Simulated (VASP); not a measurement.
# MgSe (Fm-3m) in VASP: notebook, part 2 of 2

VASP 6.6.1.

## Step 4: Single point, PBE+D4

This run uses another cell than the first one, of 21.66 Å³/atom, 1.059 times its volume.

INCAR reads:

```
SYSTEM = MgSe
  ALGO = Normal
  EDIFF = 1E-6
  ENCUT = 520
  GGA = PE
  ISIF = 2
  ISMEAR = 0
  IVDW = 13
  LASPH = .True.
  LCHARG = .False.
  LREAL = .False.
  LWAVE = .False.
  NBANDS = 11
  NELM = 60
  PREC = Accurate
  SIGMA = 0.01
```

KPOINTS reads:

```
k-points
0
Gamma
  5 5 5
  0 0 0
```

POSCAR reads:

```
MgSe
1.0
    0.0000000000      2.7876662614      2.7876662614
    2.7876662614      0.0000000000      2.7876662614
    2.7876662614      2.7876662614      0.0000000000
Mg Se
1 1
Direct
    0.0000000000      0.0000000000      0.0000000000
    0.5000000000      0.5000000000      0.5000000000
```

Potentials or basis: VASP PAW PBE potentials, release 64 (Mg, Se).

On the command line:

```sh
$ cat potpaw_PBE.64/Mg/POTCAR potpaw_PBE.64/Se/POTCAR > POTCAR
$ mpirun -np 1 vasp_std > vasp.out
```

OUTCAR:

```text
SYSTEM = MgSe
   EDIFF = 1E-6
   ENCUT = 520
   GGA = PE
   ISIF = 2
   ISMEAR = 0
   IVDW = 13
   LASPH = .True.
   LREAL = .False.
   NELM = 60
   PREC = Accurate

 ion  position               nearest neighbor table
   1  0.000  0.000  0.000-   2 2.79   2 2.79   2 2.79   2 2.79   2 2.79   2 2.79
   2  0.500  0.500  0.500-   1 2.79   1 2.79   1 2.79   1 2.79   1 2.79   1 2.79

  LATTYP: Found a face centered cubic cell.
 ALAT       =     5.5753325228

  Lattice vectors:

 A1 = (   0.0000000000,   2.7876662614,   2.7876662614)
 A2 = (   2.7876662614,   0.0000000000,   2.7876662614)
 A3 = (   2.7876662614,   2.7876662614,   0.0000000000)

Analysis of symmetry for initial positions (statically):
=====================================================================
 Subroutine PRICEL returns:
 Original cell was already a primitive cell.

 Routine SETGRP: Setting up the symmetry group for a
 face centered cubic supercell.

 Subroutine GETGRP returns: Found 48 space group operations
 (whereof 48 operations were pure point group operations)
 out of a pool of 48 trial point group operations.

The static configuration has the point symmetry O_h .

Analysis of symmetry for dynamics (positions and initial velocities):
[... 162 lines left out ...]
      8      10.1089      0.00000
      9      12.5243      0.00000
     10      12.5243      0.00000
     11      13.4635      0.00000
[... 113 lines left out ...]
 k-point    10 :      -0.4000    0.4000    0.2000
  band No.  band energies     occupation
      1      -8.7166      2.00000
      2      -0.8778      2.00000
      3       0.1408      2.00000
      4       0.9520      2.00000
      5       6.7943      0.00000
      6       9.1365      0.00000
      7       9.2544      0.00000
      8      11.7119      0.00000
      9      14.1764      0.00000
     10      14.5547      0.00000
     11      17.6697      0.00000

------------------------ aborting loop because EDIFF is reached ----------------------------------------

  DFT-D4 for vdW energy calculation

  Edisp (eV):   -0.57055

  FORCE on cell =-STRESS in cart. coord.  units (eV):
  Direction    XX          YY          ZZ          XY          YZ          ZX
  --------------------------------------------------------------------------------------
  -------------------------------------------------------------------------------------
  Total      -1.12392    -1.12392    -1.12392    -0.00000     0.00000     0.00000
  in kB     -41.56191   -41.56191   -41.56191    -0.00000     0.00000     0.00000
  external pressure =      -41.56 kB  Pullay stress =        0.00 kB

 VOLUME and BASIS-vectors are now :
 -----------------------------------------------------------------------------
  energy-cutoff  :      520.00
  volume of cell :       43.33
      direct lattice vectors                 reciprocal lattice vectors
     0.000000000  2.787666261  2.787666261    -0.179361499  0.179361499  0.179361499
     2.787666261  0.000000000  2.787666261     0.179361499 -0.179361499  0.179361499
     2.787666261  2.787666261  0.000000000     0.179361499  0.179361499 -0.179361499

 POSITION                                       TOTAL-FORCE (eV/Angst)
 -----------------------------------------------------------------------------------
      0.00000      0.00000      0.00000        -0.000000     -0.000000     -0.000000
      2.78767      2.78767      2.78767         0.000000      0.000000      0.000000
 -----------------------------------------------------------------------------------
    total drift:                               -0.000000     -0.000000      0.000000

  FREE ENERGIE OF THE ION-ELECTRON SYSTEM (eV)
  ---------------------------------------------------
  free  energy   TOTEN  =        -8.0332579442 eV

  energy  without entropy=       -8.0332579442  energy(sigma->0) =       -8.03325794
```

OSZICAR:

```text
N       E                     dE             d eps       ncg     rms          rms(c)
DAV:   1     0.219127469577E+02    0.21913E+02   -0.32769E+03   220   0.568E+02
DAV:   2    -0.628693275866E+01   -0.28200E+02   -0.26546E+02   253   0.943E+01
DAV:   3    -0.779056845261E+01   -0.15036E+01   -0.15009E+01   264   0.228E+01
DAV:   4    -0.779844035362E+01   -0.78719E-02   -0.78714E-02   241   0.193E+00
DAV:   5    -0.779848777929E+01   -0.47426E-04   -0.47426E-04   265   0.153E-01    0.289E+00
DAV:   6    -0.751009986105E+01    0.28839E+00   -0.52696E-01   235   0.264E+00    0.179E+00
DAV:   7    -0.746362158693E+01    0.46478E-01   -0.22298E-01   247   0.185E+00    0.924E-01
DAV:   8    -0.746282901655E+01    0.79257E-03   -0.11623E-02   247   0.568E-01    0.265E-01
DAV:   9    -0.746270806653E+01    0.12095E-03   -0.32337E-04   241   0.942E-02    0.139E-01
DAV:  10    -0.746271538050E+01   -0.73140E-05   -0.21739E-04   244   0.601E-02    0.307E-02
DAV:  11    -0.746271015302E+01    0.52275E-05   -0.26179E-05   250   0.205E-02    0.923E-03
DAV:  12    -0.746271037729E+01   -0.22427E-06   -0.12852E-06   230   0.602E-03
   1 F= -.80332579E+01 E0= -.80332579E+01  d E =-.518835E-23
```

stdout:

```text
POSCAR found type information on POSCAR MgSe
 POSCAR found :  2 types and       2 ions
 scaLAPACK will be used
 LDA part: xc-table for (Slater+PW92), standard interpolation
 POSCAR, INCAR and KPOINTS ok, starting setup
 FFT: planning ... GRIDC
 FFT: planning ... GRID_SOFT
 FFT: planning ... GRID
 WAVECAR not read
 entering main loop
```

Wall time 11 s (1 thread of Intel Xeon Platinum 8375C at 2.90GHz (Ice Lake), shared host); peak memory 0.16 GiB.

What came out:

```
Free energy                : -8.0333 eV
Pressure                   : -4.2 GPa
Band gap on the k mesh     : 2.08 eV, indirect (least direct gap 2.16 eV)
Dispersion energy per atom : -0.285 eV
```

Caveat: an odd mesh through Γ misses points on the zone boundary, where band edges often lie.

## Step 5: Single point, PBE+D4

This run uses another cell than the first one, of 19.84 Å³/atom, 0.970 times its volume.

INCAR reads:

```
  PREC = Accurate
  ENCUT = 520
  EDIFF = 1E-7
  ISMEAR = 0
  SIGMA = 0.01
  LREAL = False
  LASPH = True
  NELM = 80
  ALGO = Normal
  ISIF = 2
  LWAVE = False
  LCHARG = False
  GGA = PE
  IVDW = 13
  NBANDS = 11
```

KPOINTS reads:

```
regular mesh
0
Gamma
  5 5 5
```

POSCAR reads:

```
MgSe
1.0
    0.0000000000      2.7072075025      2.7072075025
    2.7072075025      0.0000000000      2.7072075025
    2.7072075025      2.7072075025      0.0000000000
Mg Se
1 1
Direct
    0.0000000000      0.0000000000      0.0000000000
    0.5000000000      0.5000000000      0.5000000000
```

On the command line:

```sh
$ cat potpaw_PBE.64/Mg/POTCAR potpaw_PBE.64/Se/POTCAR > POTCAR
$ mpirun -np 1 vasp_std > vasp.out
```

Wall time 14 s (1 thread of Intel Xeon Platinum 8375C at 2.90GHz (Ice Lake), shared host); peak memory 0.15 GiB.

The run converged. Its results:

```yaml
Free_energy: -8.0731 eV
Pressure: 1.1 GPa
Band_gap_on_the_k_mesh: 2.24 eV, indirect (least direct gap 2.73 eV)
Dispersion_energy_per_atom: -0.311 eV
```

Levels at points of the mesh, in eV from the valence-band top:
```tsv
k point	band 2	band 3	band 4	band 5	band 6	band 7
(0.00, 0.00, 0.00)	0.00	0.00	0.00	2.73	7.40	7.40
```

Caveat: an odd mesh through Γ misses points on the zone boundary, where band edges often lie.

## Step 6: The runs side by side

```csv
cell,gap on the mesh (eV),pressure (GPa)
"Fm-3m, 20.45 Å³/atom",2.18,-1.0
"Fm-3m, 19.23 Å³/atom",2.30,3.4
"Fm-3m, 21.66 Å³/atom",2.08,-4.2
"Fm-3m, 19.84 Å³/atom",2.24,1.1
```

Alike in all rows: task single point; level PBE+D4; potentials or basis VASP PAW PBE potentials, release 64 (Mg, Se); no spin polarisation; k mesh 5 × 5 × 5; cutoff (eV) 520; smearing gaussian 0.01 eV.

On the cell as given the gap runs from 2.08 eV (PBE+D4) to 2.30 eV (PBE+D4).

Caveats: an odd mesh through Γ misses points on the zone boundary, where band edges often lie.

Total energies depend on the potentials used, so only differences within one code and one set of settings carry meaning.
